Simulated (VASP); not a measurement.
# TiTe2 in VASP: further runs

The runs below take TiTe2 through single point, with PBE.

Program: VASP 6.6.1. These are calculated values, not measurements. Logs are shortened: lines on timing, memory, paths and dates and some standing lists are left out, and cuts for length are marked.

**1. The structure**

The cell holds a slab with vacuum, 3 atoms: a = 3.777 Å, b = 3.777 Å, c = 13.415 Å, α = 90.00°, β = 90.00°, γ = 120.00°.

**2. Single point, PBE**

The input, INCAR:

```
SYSTEM = TiTe2
  PREC = Accurate
  ENCUT = 460
  EDIFF = 1E-7
  ISMEAR = 0
  SIGMA = 0.05
  LREAL = .False.
  LASPH = .True.
  NELM = 120
  ALGO = Normal
  ISIF = 2
  LWAVE = .False.
  LCHARG = .False.
  LDIPOL = .True.
  IDIPOL = 3
  DIPOL = 0.5 0.5 0.500
  GGA = PE
  NBANDS = 23
  LVHAR = .True.
  LVACPOTAV = .True.
```

The input, KPOINTS:

```
Automatic mesh
0
Gamma
  5 5 1
  0 0 0
```

The input, POSCAR:

```
TiTe2
1.0
    3.7770000000      0.0000000000      0.0000000000
   -1.8885000000      3.2709779500      0.0000000000
    0.0000000000      0.0000000000     13.4153488000
Te Ti
2 1
Direct
    0.3333333333      0.6666666667      0.3727074170
    0.6666666667      0.3333333333      0.6272925830
    0.0000000000      0.0000000000      0.5000000000
```

Potentials or basis: VASP PAW PBE potentials, release 64 (Te, Ti_sv).

Started as:

```console
cat potpaw_PBE.64/Te/POTCAR potpaw_PBE.64/Ti_sv/POTCAR > POTCAR
mpirun -np 1 vasp_std > vasp.out
```

OUTCAR:

```text
SYSTEM = TiTe2
   PREC = Accurate
   ENCUT = 460
   EDIFF = 1E-7
   ISMEAR = 0
   LREAL = .False.
   LASPH = .True.
   NELM = 120
   ISIF = 2
   GGA = PE

 Found      5 irreducible k-points:

 Following reciprocal coordinates:
            Coordinates               Weight
  0.000000  0.000000  0.000000      1.000000
  0.200000 -0.000000  0.000000      6.000000
  0.400000 -0.000000  0.000000      6.000000
  0.200000  0.200000  0.000000      6.000000
  0.400000  0.200000  0.000000      6.000000
   k-points           NKPTS =      5   k-points in BZ     NKDIM =      5   number of bands    NBANDS=     23
   number of dos      NEDOS =    301   number of ions     NIONS =      3
   total plane-waves  NPLWV =  75264
   dimension x,y,z NGX =    28 NGY =   28 NGZ =   96
   dimension x,y,z NGXF=    56 NGYF=   56 NGZF=  192
   ions per type =               2   1
   NGX,Y,Z   is equivalent  to a cutoff of  12.32, 12.32, 11.90 a.u.
   NGXF,Y,Z  is equivalent  to a cutoff of  24.65, 24.65, 23.79 a.u.
 SYSTEM =  TiTe2
   PREC   = accura    normal or accurate (medium, high low for compatibility)
   ISTART =      0    job   : 0-new  1-cont  2-samecut
   ICHARG =      2    charge: 1-file 2-atom 10-const
   ISPIN  =      1    spin polarized calculation?
   LNONCOLLINEAR =      F non collinear calculations
   LSORBIT =      F    spin-orbit coupling
   LASPH  =      T    aspherical Exc in radial PAW
   ENCUT  =  460.0 eV  33.81 Ry    5.81 a.u.   6.61  6.61 23.46*2*pi/ulx,y,z
   NELM   =    120;   NELMIN=  2; NELMDL= -5     # of ELM steps
   EDIFF  = 0.1E-06   stopping-criterion for ELM
   LREAL  =      F    real-space projection
[... 7 lines left out ...]
   TEBEG  =    0.0;   TEEND  =   0.0 temperature during run
   PSTRESS=    0.0 pullay stress
   NELECT =      24.0000    total number of electrons
   NUPDOWN=      -1.0000    fix difference up-down
   EMIN   =  10.00;   EMAX   =-10.00  energy-range for DOS
   EFERMI =   0.00;   METHOD = LEGACY
   ISMEAR =     0;   SIGMA  =   0.05  broadening in eV -4-tet -1-fermi 0-gaus
   EFERMI_NEDOS =   21; number of points for ismear=-14 and -15
   IALGO  =     38    algorithm
   IMIX   =      4    mixing-type and parameters
     AMIX     =   0.40;   BMIX     =  1.00
     AMIX_MAG =   1.60;   BMIX_MAG =  1.00
  volume/ion in A,a.u.               =      55.25       372.82
  Fermi-wavevector in a.u.,A,eV,Ry     =   0.859679  1.624558 10.055362  0.739048
  Thomas-Fermi vector in A             =   1.977070
   LORBIT       =      0    0 simple, 1 ext, 2 COOP (PROOUT), +10 PAW based schemes
   GGA     = PE    functional components
   LHFCALC =     F    Hartree Fock is set to
   AEXX    =    0.0000 exact exchange contribution
   IVDW    =     0    specifies the selected vdW correction
   LEPSILON=     F    determine dielectric tensor
   LRPA    =     F    only Hartree local field effects (RPA)
 non-spin polarized calculation
 Gauss-broadening in eV      SIGMA  =   0.05
  energy-cutoff  :      460.00
  volume of cell :      165.74
 maximum number of plane-waves:      3755
 NGX is ok and might be reduce to    28
   NGX = 13   NGY = 13   NGZ = 47

 dipolmoment           0.000000      0.000000     -0.000000 electrons x Angstroem

 number of electron      23.9999997 magnetization

 dipolmoment           0.000000      0.000000      0.000000 electrons x Angstroem

 Free energy of the ion-electron system (eV)
  ---------------------------------------------------
  ext. energy  EPLUGINS =         0.00000000
  ---------------------------------------------------
  free energy    TOTEN  =       -16.15215969 eV

  energy without entropy =      -16.14598919  energy(sigma->0) =      -16.14907444

 E-fermi :   0.6728     XC(G=0):  -5.5842

 val. band max:        0.3792058365   @ k =   0.2000  -0.0000   0.0000
 cond. band min:       0.6880768766   @ k =   0.4000  -0.0000   0.0000
 fundamental gap:      0.3088710401
 Fermi energy:         0.6728483669

 k-point     1 :       0.0000    0.0000    0.0000
  band No.  band energies     occupation
      1     -56.7976      2.00000
      2     -33.0377      2.00000
      3     -33.0344      2.00000
      4     -33.0344      2.00000
      5     -11.2355      2.00000
      6     -10.3510      2.00000
[... 15 lines left out ...]
     22       8.5955      0.00000
     23       8.5955      0.00000

 k-point     2 :       0.2000   -0.0000    0.0000
  band No.  band energies     occupation
      1     -56.7965      2.00000
      2     -33.0487      2.00000
      3     -33.0377      2.00000
      4     -33.0345      2.00000
      5     -10.8200      2.00000
      6     -10.0963      2.00000
[... 15 lines left out ...]
     22       8.4234      0.00000
     23       8.4871      0.00000

 k-point     3 :       0.4000   -0.0000    0.0000
  band No.  band energies     occupation
      1     -56.7948      2.00000
      2     -33.0716      2.00000
      3     -33.0430      2.00000
      4     -33.0291      2.00000
      5      -9.9041      2.00000
      6      -9.6300      2.00000
[... 15 lines left out ...]
     22       7.7150      0.00000
     23       8.6941      0.00000

 k-point     4 :       0.2000    0.2000    0.0000
  band No.  band energies     occupation
      1     -56.7952      2.00000
      2     -33.0634      2.00000
      3     -33.0458      2.00000
      4     -33.0301      2.00000
      5     -10.1361      2.00000
      6      -9.7161      2.00000
[... 15 lines left out ...]
     22       8.6058      0.00000
     23       8.6452      0.00000

 k-point     5 :       0.4000    0.2000    0.0000
  band No.  band energies     occupation
      1     -56.7943      2.00000
      2     -33.0704      2.00000
      3     -33.0528      2.00000
      4     -33.0275      2.00000
      5      -9.5125      2.00000
      6      -9.5091      2.00000
[... 15 lines left out ...]
     22       8.6893      0.00000
     23       8.9134      0.00000

------------------------ aborting loop because EDIFF is reached ----------------------------------------

  FORCE on cell =-STRESS in cart. coord.  units (eV):
  Direction    XX          YY          ZZ          XY          YZ          ZX
  --------------------------------------------------------------------------------------
  -------------------------------------------------------------------------------------
  Total        0.2733811      0.2733811      0.5461193      0.0000000      0.0000000     -0.0000000
  in kB        2.6427278      2.6427278      5.2792419      0.0000000      0.0000000     -0.0000000
  external PRESSURE =       3.5215658 kB  Pullay stress =       0.0000000 kB

 VOLUME and BASIS-vectors are now :
 -----------------------------------------------------------------------------
  energy-cutoff  :      460.00
  volume of cell :      165.74
      direct lattice vectors                 reciprocal lattice vectors
     3.777000000  0.000000000  0.000000000     0.264760392  0.152859484  0.000000000
    -1.888500000  3.270977950  0.000000000     0.000000000  0.305718967  0.000000000
     0.000000000  0.000000000 13.415348800     0.000000000  0.000000000  0.074541483

 POSITION                                       TOTAL-FORCE (eV/Angst)
 -----------------------------------------------------------------------------------
     -0.00000      2.18065      5.00000         0.000000     -0.000000     -0.167098
      1.88850      1.09033      8.41535        -0.000000      0.000000      0.167098
      0.00000      0.00000      6.70767         0.000000      0.000000      0.000000
 -----------------------------------------------------------------------------------
    total drift:                               -0.000000     -0.000000      0.000000

  FREE ENERGIE OF THE ION-ELECTRON SYSTEM (eV)
  ---------------------------------------------------
  free  energy   TOTEN  =       -16.1521596861 eV

  energy  without entropy=      -16.1459891933  energy(sigma->0) =      -16.14907444

 vacuum level on the upper side and lower side of the slab         5.631         5.631
```

It took 30 s on 1 thread of Intel Xeon Platinum 8259CL at 2.50GHz (Skylake/Cascade Lake), shared host; peak memory 0.25 GiB.

The run converged, but some of its settings lie outside the range that counts as converged, so its numbers aren't taken as properties of the slab.

What came out:

```
Free energy                     : -16.1522 eV
Largest force                   : 0.167 eV/Å
Band gap on the k mesh          : none (metal or under the smearing width)
Work function of the upper face : 4.96 eV
Work function of the lower face : 4.96 eV
```

Caveat: the k mesh is coarse (spacing up to 0.38 Å⁻¹), so the values aren't converged.

(Continued in part 2 of 2.)
